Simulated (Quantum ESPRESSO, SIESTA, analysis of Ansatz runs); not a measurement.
# H_i (bond centre, by C) in SiC (F-43m): levels and formation energies (SIESTA), part 2 of 3

Question: at which Fermi levels does H_i (bond centre, by C) in SiC (F-43m) change its charge? Model: a cell of 54 host atoms with 1 H put in.

SIESTA 5.4.2; SIESTA numerical-orbital DFT, PBEsol, DZP basis, PseudoDojo 0.4.1 potentials converted to PSML; charged supercells in a uniform background, point-charge correction with alignment at far sites.

So far. Step 2 (Band edges): The gap at this level is 1.23 eV.

### Step 3. Relaxing each charge state

Level of this step: SIESTA numerical-orbital DFT, PBEsol, DZP basis, PseudoDojo 0.4.1 potentials converted to PSML; relaxation of all atoms of a defect supercell (SIESTA).

Each state starts from the atoms near the defect displaced at random, so that no symmetry of the ideal site is imposed. An odd electron count needs spin polarisation, and the total moment is held fixed to keep the state apart from its neighbours in spin. Charge 0 is shown in full.

defect.fdf reads:

```
SystemName                      Si27HC27
SystemLabel                     defect
NumberOfSpecies                 3
NumberOfAtoms                   55
%block ChemicalSpeciesLabel
  1   14 Si
  2    6 C
  3    1 H
%endblock ChemicalSpeciesLabel
LatticeConstant                 1.0 Ang
%block LatticeVectors
     0.000003000     6.564408000     6.564408000
     6.564408000     0.000003000     6.564408000
     6.564408000     6.564408000     0.000003000
%endblock LatticeVectors
AtomicCoordinatesFormat         Fractional
%block AtomicCoordinatesAndAtomicSpecies
     0.000001066     0.000001066     0.000001066  1
     0.078908696     0.081187371     0.084139349  2
     0.000001066     0.000001066     0.333334400  1
     0.083332324     0.083332324     0.416665657  2
     0.000001066     0.000001066     0.666667733  1
     0.088690675     0.085070229     0.745707384  2
    -0.004560436     0.331137228     0.001196205  1
     0.082422054     0.410813711     0.086911573  2
     0.000001066     0.333334400     0.333334400  1
     0.089923211     0.414215173     0.414601043  2
     0.005145241     0.330881375     0.668632382  1
     0.079666933     0.422956771     0.749568108  2
     0.000001066     0.666667733     0.000001066  1
     0.083332324     0.749998991     0.083332324  2
     0.005498723     0.667112409     0.328134043  1
     0.079480142     0.747098062     0.422487540  2
    -0.000093672     0.661815862     0.665806968  1
     0.080603592     0.746934912     0.756388483  2
     0.337311822    -0.006069579     0.002303222  1
     0.422218765     0.084246732     0.081746085  2
     0.333334400     0.000001066     0.333334400  1
     0.417598932     0.077075648     0.420711175  2
     0.334645425     0.004098331     0.660436193  1
     0.412265505     0.089262468     0.750310519  2
     0.334211802     0.327915151    -0.000691444  1
     0.417078950     0.419922810     0.085997112  2
     0.326927160     0.335953858     0.334018279  1
     0.421260344     0.411263635     0.418992513  2
     0.333710058     0.328664103     0.672478483  1
     0.410723685     0.419640831     0.749307933  2
     0.336417517     0.660414903     0.003067335  1
     0.415656205     0.745012258     0.083670293  2
     0.331934683     0.661262213     0.335380240  1
     0.419018166     0.754841598     0.414322326  2
     0.332437748     0.672786854     0.662305573  1
     0.416665657     0.749998991     0.749998991  2
     0.666667733     0.000001066     0.000001066  1
     0.749998991     0.083332324     0.083332324  2
     0.662579287     0.002239274     0.330101425  1
     0.751859968     0.088677072     0.412950155  2
     0.662354934     0.002959153     0.671201774  1
     0.749476566     0.079087420     0.756148312  2
     0.672077091     0.329737542    -0.003567427  1
     0.745704993     0.413510560     0.086087702  2
     0.668840743     0.326940459     0.334121310  1
     0.756153275     0.412398984     0.415443510  2
     0.671688309     0.331476798     0.668576023  1
     0.749998991     0.416665657     0.749998991  2
     0.669500657     0.669212166     0.001124117  1
     0.749998991     0.749998991     0.083332324  2
     0.661743917     0.664683709     0.335059635  1
     0.749998991     0.749998991     0.416665657  2
     0.666667733     0.666667733     0.666667733  1
     0.749998991     0.749998991     0.749998991  2
     0.375087437     0.368834824     0.543831322  3
%endblock AtomicCoordinatesAndAtomicSpecies
%block kgrid.MonkhorstPack
    2   0   0  0.50
    0   2   0  0.50
    0   0   2  0.50
%endblock kgrid.MonkhorstPack
XC.Functional                   GGA
XC.Authors                      PBEsol
PAO.BasisSize                   DZP
PAO.EnergyShift                 0.005 Ry
Mesh.Cutoff                     300 Ry
Spin                            polarized
%block DM.InitSpin
    27   0.200
    28   0.200
    29   0.200
    30   0.200
    55   0.200
%endblock DM.InitSpin
Spin.Fix                        true
Spin.Total                      1.0
OccupationFunction              FD
ElectronicTemperature           0.01 eV
MaxSCFIterations                150
SCF.MustConverge                true
SCF.Mixer.Method                Pulay
SCF.Mixer.Weight                0.1
SCF.Mixer.History               10
SCF.DM.Tolerance                3.0e-4
SCF.H.Tolerance                 3.0e-3 eV
WriteForces                     true
Charge.Mulliken                 end
SaveRho                         true
SaveElectrostaticPotential      true
Charge.Hirshfeld                end
Charge.Voronoi                  end
MD.TypeOfRun                    Broyden
MD.Steps                        90
MD.MaxForceTol                  0.04 eV/Ang
MD.MaxDispl                     0.15 Ang
WriteCoorStep                   true
AtomCoorFormatOut               Fractional
```

Run with:

```bash
$ OMP_NUM_THREADS=1 siesta defect.fdf > defect.out
```

Log:

```text
Version         : 5.4.2

                           ***********************
                           *  WELCOME TO SIESTA  *
                           ***********************

[...]
reinit: Reading from file defect.fdf

reinit: -----------------------------------------------------------------------
reinit: System Name: Si27HC27
reinit: -----------------------------------------------------------------------
reinit: System Label: defect
reinit: -----------------------------------------------------------------------

[...]
initatom: Reading input for the pseudopotentials and atomic orbitals ----------
Species number:   1 Atomic number:   14 Label: Si
Species number:   2 Atomic number:    6 Label: C
Species number:   3 Atomic number:    1 Label: H

[... pseudopotential checks and orbital generation ...]

prinput: Basis input

PAO.BasisType split

%block ChemicalSpeciesLabel
    1   14 Si                      # Species index, atomic number, species label
    2    6 C                       # Species index, atomic number, species label
    3    1 H                       # Species index, atomic number, species label
%endblock ChemicalSpeciesLabel

%block PAO.Basis                 # Define Basis set
# WARNING: This information might be incomplete!
Si                    2                    # Species label, number of l-shells
 n=3   0   2                         # n, l, Nzeta
   5.819      3.988
   1.000      1.000
 n=3   1   2 P   1                   # n, l, Nzeta, Polarization, NzetaPol
   7.489      5.207
   1.000      1.000
C                     2                    # Species label, number of l-shells
 n=2   0   2                         # n, l, Nzeta
   4.859      3.157
   1.000      1.000
 n=2   1   2 P   1                   # n, l, Nzeta, Polarization, NzetaPol
   5.984      3.889
   1.000      1.000
H                     1                    # Species label, number of l-shells
 n=1   0   2 P   1                   # n, l, Nzeta, Polarization, NzetaPol
   5.796      3.744
   1.000      1.000
%endblock PAO.Basis

prinput: ----------------------------------------------------------------------

coor:   Atomic-coordinates input format  =     Fractional

[...]
siesta: System type = bulk

initatomlists: Number of atoms, orbitals, and projectors:     55   707   707

[... echo of the settings ...]

siesta: k-grid: Number of k-points = 4
siesta: k-points from Monkhorst-Pack grid
siesta: k-cutoff (effective) =     9.283 Ang
siesta: k-point supercell and displacements
siesta: k-grid:     2     0     0      0.500
siesta: k-grid:     0     2     0      0.500
siesta: k-grid:     0     0     2      0.500

diag: Algorithm                                     = D&C
diag: Absolute tolerance                            =  0.100E-15
diag: Orthogonalization factor                      =  0.100E-05

superc: Internal auxiliary supercell:     3 x     3 x     3  =      27
superc: Number of atoms, orbitals, and projectors:   1485  19089  19089

                     ====================================
                        Begin Broyden opt. move =      0
                     ====================================

[...]
superc: Internal auxiliary supercell:     3 x     3 x     3  =      27
superc: Number of atoms, orbitals, and projectors:   1485  19089  19089

outcell: Unit cell vectors (Ang):
        0.000003    6.564408    6.564408
        6.564408    0.000003    6.564408
        6.564408    6.564408    0.000003

outcell: Cell vector modules (Ang)   :    9.283475    9.283475    9.283475
outcell: Cell angles (23,13,12) (deg):     60.0000     60.0000     60.0000
outcell: Cell volume (Ang**3)        :    565.7394
[...]
Initializing Density Matrix...

[...]
DM filled with atomic data (user-defined):

InitMesh: MESH = 80 x 80 x 80 = 512000
InitMesh: Mesh cutoff (required, used) =   300.000   307.859 Ry

[...]
iscf     Eharris(eV)        E_KS(eV)     FreeEng(eV)     dDmax     Ef_up Ef_dn(eV) dHmax(eV)
   scf:    1    -7207.192140    -7481.172638    -7481.175006  0.898760 -4.599645 -8.362488  6.605572
[...]
scf:    2    -7520.586067    -7501.714211    -7501.716588  0.029506 -4.622115 -7.935662  4.888638
[...]
scf:    3    -7543.160095    -7529.344487    -7529.346808  0.085500 -4.673349 -6.734235  2.508846
[...]
scf:    4    -7529.136338    -7529.598907    -7529.600577  0.046627 -4.607294 -6.581431  1.761443
[...]
scf:    5    -7529.817337    -7529.776996    -7529.778998  0.016659 -4.635967 -6.587845  0.522018
[...]
scf:    6    -7529.828985    -7529.805093    -7529.807146  0.010816 -4.641403 -6.567597  0.208940
[...]
scf:    7    -7529.814644    -7529.810462    -7529.812470  0.004013 -4.642159 -6.565238  0.148707
[...]
scf:    8    -7529.815201    -7529.813210    -7529.815199  0.002669 -4.647353 -6.558534  0.034659
[...]
scf:    9    -7529.813802    -7529.813529    -7529.815481  0.000723 -4.649941 -6.556998  0.018982
[...]
scf:   10    -7529.813663    -7529.813600    -7529.815526  0.000347 -4.651333 -6.558032  0.016504
[...]
spin moment: {S} , |S| = {        0.0        0.0    1.00000 }     1.00000

SCF Convergence by DM+H criterion
max |DM_out - DM_in|         :     0.0001763907
max |H_out - H_in|      (eV) :     0.0028466440
[...]
Number of DMs in history: 1
 DM extrapolation coefficients:
1   1.00000
New DM after history re-use:

[...]
iscf     Eharris(eV)        E_KS(eV)     FreeEng(eV)     dDmax     Ef_up Ef_dn(eV) dHmax(eV)
   scf:    1    -7538.991203    -7538.990023    -7538.990023  0.014286 -4.839349 -6.455252  0.040856
[...]
scf:    2    -7538.982549    -7538.987905    -7538.987905  0.000630 -4.839206 -6.455123  0.125130
[...]
scf:    3    -7538.990891    -7538.990317    -7538.990317  0.000450 -4.839289 -6.455194  0.006507
[...]
scf:    4    -7538.990340    -7538.990330    -7538.990330  0.000098 -4.839273 -6.455172  0.001999
     spin moment: {S} , |S| = {        0.0        0.0    1.00000 }     1.00000

SCF Convergence by DM+H criterion
[...]
SCF cycle converged after 4 iterations

[...]
siesta: E_KS(eV) =            -7538.9903

siesta: Atomic forces (eV/Ang):
     1    0.006527    0.001827    0.007869
     2    0.004077    0.000561    0.000433
     3    0.000905    0.001177    0.004131
     4    0.005010    0.001040   -0.000340
     5    0.001974    0.004955   -0.000724
     6    0.003348    0.003171   -0.003985
     7   -0.003466   -0.000664    0.002676
     8    0.003284    0.002759   -0.001034
     9   -0.000699    0.002873    0.001289
    10    0.001075   -0.000680    0.001907
[...]
51   -0.000332   -0.001255   -0.002848
    52   -0.003460   -0.005964    0.005200
    53   -0.000775    0.000274   -0.001021
    54   -0.005683   -0.000713   -0.000223
    55   -0.031239   -0.013873   -0.028901
   Tot    0.001479    0.002876    0.001308
   Max    0.031239
   Res    0.005150    sqrt( Sum f_i^2 / 3N )
   Max    0.031239    constrained

Stress tensor Voigt[x,y,z,yz,xz,xy] (kbar):      -23.35      -23.05      -21.98       13.27       13.58       -9.37
[...]
outcoor: Relaxed atomic coordinates (fractional):
   -0.00001819   -0.00121986    0.00092876   1       1  Si
    0.08248501    0.08135094    0.08570851   2       2  C
   -0.00038732   -0.00152749    0.33519872   1       3  Si
    0.08343039    0.08227362    0.41774860   2       4  C
    0.00007975   -0.00082518    0.66741692   1       5  Si
    0.08361233    0.08265590    0.75072047   2       6  C
   -0.00218877    0.33142722    0.00493627   1       7  Si
    0.08241981    0.41635083    0.08549578   2       8  C
   -0.00028557    0.33234048    0.33499241   1       9  Si
    0.08496236    0.41578273    0.41669429   2      10  C
    0.00069504    0.33196016    0.66634065   1      11  Si
    0.07686154    0.41760613    0.75432557   2      12  C
   -0.00022763    0.66600356    0.00095853   1      13  Si
    0.08407085    0.74916866    0.08326428   2      14  C
    0.00064158    0.66590842    0.33316031   1      15  Si
    0.08442635    0.74830475    0.41714329   2      16  C
    0.00021975    0.66709985    0.66664684   1      17  Si
    0.08343672    0.74913116    0.75080243   2      18  C
    0.33253134   -0.00332804    0.00496335   1      19  Si
    0.41747385    0.08128937    0.08549345   2      20  C
[...]
0.67390950    0.33241484    0.32678243   1      45  Si
    0.74958363    0.41583366    0.41689811   2      46  C
    0.66803252    0.33196236    0.66634767   1      47  Si
    0.75119027    0.41627280    0.74853886   2      48  C
    0.66774029    0.66673289   -0.00146275   1      49  Si
    0.75022074    0.74915415    0.08335483   2      50  C
    0.66701256    0.66592051    0.33321933   1      51  Si
    0.75065531    0.74950133    0.41609645   2      52  C
    0.66733705    0.66645168    0.66572731   1      53  Si
    0.75073645    0.75000984    0.74893056   2      54  C
    0.37857412    0.37357327    0.52438541   3      55  H

[...]
siesta: Final energy (eV):
siesta:  Band Struct. =   -2758.201454
siesta:       Kinetic =    4263.813560
siesta:       Hartree =     853.015910
[...]
siesta:         Exch. =   -2456.378025
siesta:         Corr. =    -306.651336
[...]
siesta:   Exch.-corr. =   -2763.029361
siesta:  Ion-electron =   -5727.709828
siesta:       Ion-ion =   -4165.080612
[...]
siesta:         Total =   -7538.990330
siesta:      Fermi_up =      -4.839273
siesta:      Fermi_dn =      -6.455172

siesta: Stress tensor (static) (eV/Ang**3):
siesta:    -0.014571   -0.005849    0.008474
siesta:    -0.005850   -0.014390    0.008283
siesta:     0.008475    0.008284   -0.013718

siesta: Cell volume =        565.739362 Ang**3

siesta: Pressure (static):
siesta:                Solid            Molecule  Units
siesta:           0.00015494          0.00015789  Ry/Bohr**3
siesta:           0.01422633          0.01449719  eV/Ang**3
siesta:          22.79310019         23.22706258  kBar

[...]
mulliken: Qtot =      109.000

[...]
mulliken: Qtot =      108.000

Mulliken Atomic Populations:
Atom #   charge [q] valence [e]      Sz [e]  Species
     1    -0.124476    4.124476    0.018231  Si
     2     0.079562    3.920438    0.010615  C
     3    -0.107784    4.107784    0.022108  Si
     4     0.114895    3.885105    0.003174  C
     5    -0.129097    4.129097    0.016780  Si
     6     0.109379    3.890621    0.003566  C
     7    -0.116344    4.116344    0.048897  Si
     8     0.078794    3.921206    0.011551  C
     9    -0.108965    4.108965    0.020704  Si
    10     0.110095    3.889905    0.002580  C
    11    -0.129068    4.129068    0.023244  Si
    12     0.109997    3.890003    0.013885  C
    13    -0.124940    4.124940    0.019251  Si
    14     0.113806    3.886194    0.002010  C
    15    -0.119480    4.119480    0.014899  Si
    16     0.112580    3.887420    0.002495  C
    17    -0.130817    4.130817    0.025917  Si
    18     0.109189    3.890811    0.003346  C
    19    -0.115991    4.115991    0.048727  Si
    20     0.079230    3.920770    0.011456  C
[...]
45    -0.089173    4.089173    0.019638  Si
    46     0.113312    3.886688    0.002214  C
    47    -0.131988    4.131988    0.024980  Si
    48     0.112528    3.887472    0.002092  C
    49    -0.096613    4.096613    0.016707  Si
    50     0.114712    3.885288    0.001765  C
    51    -0.118847    4.118847    0.015697  Si
    52     0.115455    3.884545    0.000223  C
    53    -0.104123    4.104123    0.017249  Si
    54     0.112761    3.887239    0.002027  C
    55    -0.151787    1.151787    0.004468  H
 Total     0.000000                1.000000

[...]
Job completed
```

It took 2.3 h on 1 MPI rank of Arm Neoverse V2, shared host; peak memory 1.2 GiB.

The steps and moves of this run count from the displaced start.

Relaxation path (22 of 35):

```
step  energy less that of the first step (eV)  largest force (eV/Å)
   0                                   0.0000               34.8939
   2                                  -7.7959                6.0944
   3                                  -8.5906                4.3719
   5                                  -9.1286                0.6866
   6                                  -9.1580                0.6976
   8                                  -9.1741                0.2956
  10                                  -9.1779                0.0765
  11                                  -9.1786                0.0641
  13                                  -9.1794                0.0637
  15                                  -9.1797                0.0638
  16                                  -9.1797                0.0636
  18                                  -9.1797                0.0649
  19                                  -9.1797                0.0637
  21                                  -9.1790                0.0595
  23                                  -9.1787                0.0594
  24                                  -9.1790                0.0616
  26                                  -9.1795                0.0647
  28                                  -9.1793                0.0638
  29                                  -9.1791                0.0647
  31                                  -9.1781                0.0600
  32                                  -9.1781                0.0622
  34                                  -9.1767                0.0448
```

The atoms that moved most (Å):

```
atom      dx      dy      dz  length
Si29   0.327   0.297  -0.305   0.536
 C28  -0.153  -0.210   0.169   0.309
 H55  -0.097  -0.105   0.054   0.152
 C24  -0.059   0.067  -0.046   0.100
Si33   0.020  -0.044   0.084   0.097
 C30   0.016   0.080   0.039   0.091
Si27  -0.078  -0.011   0.026   0.083
 C26  -0.065  -0.038  -0.010   0.076
```

Neighbours of H55 at the end:

```
atom  distance (Å)
 C28         1.108
Si29         1.660
Si27         2.314
Si45         2.377
Si33         2.398
 C24         2.488
 C12         2.514
 C30         2.579
```

Among the bonds that opened: Si29–C28 1.92 to 2.76 Å.

Energies on the run's own zero. States near gap, by row:

```
spin  k  band  energy (eV)  filled by count
  up  0   105       -7.443                1
  up  0   106       -7.431                1
  up  0   107       -6.943                1
  up  0   108        -6.94                1
  up  0   109       -5.439                1
  up  0   110       -4.472                0
  up  0   111       -4.412                0
  up  0   112       -4.129                0
  up  0   113       -3.782                0
  up  1   105       -7.556                1
  up  1   106       -7.503                1
  up  1   107       -7.265                1
  up  1   108       -7.048                1
  up  1   109       -5.412                1
  up  1   110       -4.434                0
  up  1   111       -3.864                0
  up  1   112       -3.625                0
  up  1   113       -3.325                0
down  0   104        -7.54                1
down  0   105       -7.433                1
down  0   106       -7.418                1
down  0   107       -6.933                1
down  0   108       -6.928                1
down  0   109       -5.117                0
down  0   110       -4.414                0
down  0   111       -4.355                0
down  0   112       -4.058                0
down  1   104       -7.606                1
down  1   105       -7.542                1
down  1   106       -7.493                1
down  1   107       -7.253                1
down  1   108       -7.038                1
down  1   109       -5.221                0
down  1   110        -4.25                0
down  1   111       -3.812                0
down  1   112       -3.557                0
```

[end of part 2 of 3]

[Logs are printed without paths, hosts, clocks, repeated set-up lines and the standing remarks that a program may print on its own settings, such as how far it seeks lower states.]

[Hosts, paths, dates, database ids (printed as entryN), source tags and the programs' standing remarks are cut or masked in the printed files.]

[For some hosts the program warned that the k-mesh of the response run may be too coarse for force constants and the static dielectric constant; such warnings are not shown here.]

[Charge tables in the logs are Mulliken or Hirshfeld populations, whose sizes and signs can differ; where basis functions stand at a vacancy, SIESTA counts their charge against the missing atom's valence.]

[In relaxation paths of CP2K, step 0 can be the structure after the first move, since the trajectory file begins there, and the last row can be the final structure solved once more.]
